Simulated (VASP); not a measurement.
KF, 2 atoms in the cell. It takes space group P4/mmm (No. 123, tetragonal). Conventional cell: a = 3.179 Å, b = 3.179 Å, c = 3.345 Å, α = 90.00°, β = 90.00°, γ = 90.00°. K (site symmetry 4/mmm) has 8 F at 2.80 Å and 4 K at 3.18 Å as nearest neighbours. Around F (site symmetry 4/mmm) lie 8 K at 2.80 Å and 4 F at 3.18 Å. The cell was built by a generator and needn't be a form met in nature. The cell isn't the ideal one: uniaxial_z strain +5.2%.

* Program: VASP 6.6.1
* Task: single point
* Functional: r2SCAN
* Potentials or basis: VASP PAW PBE potentials, release 64 (K_sv, F)
* Cutoff: 520 eV
* k mesh: 8 × 8 × 8
* Occupations: gaussian, width 0.01 eV
* Spin: no spin polarisation
* Dipole correction: no
* Further INCAR settings: ALGO = Normal; EDIFF = 1e-06; NBANDS = 15

Potentials or basis: VASP PAW PBE potentials, release 64 (K_sv, F).

Command:

```console
$ cat potpaw_PBE.64/K_sv/POTCAR potpaw_PBE.64/F/POTCAR > POTCAR
$ cp INCAR.step1 INCAR
$ mpirun -np 1 vasp_std > vasp.out
$ cp INCAR.step2 INCAR
$ mpirun -np 1 vasp_std > vasp.out
```

Hardware: 1 thread of Intel(R) Xeon(R) Platinum 8488C (Sapphire Rapids), on a shared host.

Q: Estimate the wall time of this run.

A: Run time: 74 s on 1 thread of Intel(R) Xeon(R) Platinum 8488C (Sapphire Rapids) (shared host), peak memory 0.17 GiB. Counts: scf iterations 10, k points 75.
